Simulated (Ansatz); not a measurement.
**In3Sb: convergence and cost**

Aim, for In3Sb: sweep the k-point mesh.

Computed with Ansatz 0.2.0 (DFT r2SCAN, scalar-relativistic, plane waves, PAW, unless a step's input says otherwise).

1 further run of the same task is left out (set aside as unsound or not needed). Runs told in other sessions of the task aren't counted.

### 1 The starting structure

The structure is cubic, space group Pm-3m (No. 221). Conventional cell: a = 4.837 Å, b = 4.837 Å, c = 4.837 Å, α = 90.00°, β = 90.00°, γ = 90.00°. In (site symmetry 4/mmm) is surrounded by 8 In at 3.42 Å and 4 Sb at 3.42 Å. Sb (site symmetry m-3m) is surrounded by 12 In at 3.42 Å.

Structure file:

```
CELL_PARAMETERS angstrom
4.83696 0.00000 0.00000
0.00000 4.83696 0.00000
0.00000 0.00000 4.83696
ATOMIC_POSITIONS crystal
In 0.50000 0.50000 0.00000
In 0.50000 0.00000 0.50000
In 0.00000 0.50000 0.50000
Sb 0.00000 0.00000 0.00000
```

Source of the structure: the Materials Project (structure only). It is taken as it stands there.

### 2 The base run, which the others are set against

File input.yaml:

```yaml
crystal:
  lattice:
    - [4.836962, 0.0, 0.0]
    - [0.0, 4.836962, 0.0]
    - [0.0, 0.0, 4.836962]
  atoms:
    - { symbol: In, position: [0.5, 0.5, 0.0] }
    - { symbol: In, position: [0.5, 0.0, 0.5] }
    - { symbol: In, position: [0.0, 0.5, 0.5] }
    - { symbol: Sb, position: [0.0, 0.0, 0.0] }
basis:
  ecutwfc: 500
kpoints:
  mp_grid: { grid: [10, 10, 10] }
hamiltonian:
  xc: r2scan
scf:
  occupations: { method: gaussian, width: 0.1 }
output:
  forces: true
  stress: true
  eigenvalues: true
  populations: true
  write_density: true
  write_potential: true
  elf: true
  volumetric_format: npy
```

Its results, from an earlier run: -5833.5876 eV/atom at zero smearing, pressure -1.21 GPa, largest force 0.000 eV/Å, no gap on the mesh, in 8 SCF cycles and 74 s.

### 3 K-point mesh set to 1×1×1

File input.yaml:

```yaml
crystal:
  lattice:
    - [4.836962, 0.0, 0.0]
    - [0.0, 4.836962, 0.0]
    - [0.0, 0.0, 4.836962]
  atoms:
    - { symbol: In, position: [0.5, 0.5, 0.0] }
    - { symbol: In, position: [0.5, 0.0, 0.5] }
    - { symbol: In, position: [0.0, 0.5, 0.5] }
    - { symbol: Sb, position: [0.0, 0.0, 0.0] }
basis:
  ecutwfc: 500
kpoints:
  mp_grid: { grid: [1, 1, 1] }
hamiltonian:
  xc: r2scan
scf:
  occupations: { method: gaussian, width: 0.1 }
output:
  forces: true
  stress: true
  eigenvalues: true
```

Command:

```
> ansatz run input.yaml --threads 1 --pin off --max-ram 2560MiB --backend cpu --events-out ev --progress --plain --runs-dir out
```

### 4 K-point mesh: 2×2×2

input.yaml: that of step 3 with these lines changed.

```diff
@@ -13,3 +13,3 @@
 kpoints:
-  mp_grid: { grid: [1, 1, 1] }
+  mp_grid: { grid: [2, 2, 2] }
 hamiltonian:
```

### 5 K-point mesh: 4×4×4

input.yaml: that of step 4 with these lines changed.

```diff
@@ -13,3 +13,3 @@
 kpoints:
-  mp_grid: { grid: [2, 2, 2] }
+  mp_grid: { grid: [4, 4, 4] }
 hamiltonian:
```

### 6 K-point mesh: 6×6×6

input.yaml: that of step 5 with these lines changed.

```diff
@@ -13,3 +13,3 @@
 kpoints:
-  mp_grid: { grid: [4, 4, 4] }
+  mp_grid: { grid: [6, 6, 6] }
 hamiltonian:
```

### 7 K-point mesh: 8×8×8

input.yaml: that of step 6 with these lines changed.

```diff
@@ -13,3 +13,3 @@
 kpoints:
-  mp_grid: { grid: [6, 6, 6] }
+  mp_grid: { grid: [8, 8, 8] }
 hamiltonian:
```

### 8 K-point mesh: 12×12×12

input.yaml: that of step 7 with these lines changed.

```diff
@@ -13,3 +13,3 @@
 kpoints:
-  mp_grid: { grid: [8, 8, 8] }
+  mp_grid: { grid: [12, 12, 12] }
 hamiltonian:
```

### 9 K-point mesh set to 14×14×14

input.yaml: that of step 8 with these lines changed.

```diff
@@ -13,3 +13,3 @@
 kpoints:
-  mp_grid: { grid: [12, 12, 12] }
+  mp_grid: { grid: [14, 14, 14] }
 hamiltonian:
```

(Steps that only read results are left out.)

Q: Predict the outcome of the series: the values and the trend.

The runs gave:

| quantity | value |
| --- | --- |
| k-point mesh: within 10 and 1 meV/atom of 14×14×14 from | 6×6×6 for 10; 10×10×10 for 1 |

What this shows: For the k-point mesh, the energy stays within 1 meV/atom of the reference from 10×10×10 on, at about 0.61 of the reference's time. The reference is only the best run made, not a proven limit. The gaps on the coarsest meshes are artefacts of sampling: the crystal is a metal on the dense ones. The error changes sign along the series, since a k mesh isn't variational, and a metal needs dense meshes to resolve its Fermi surface. These runs have no spin-orbit coupling; with Sb it would split and shift bands.
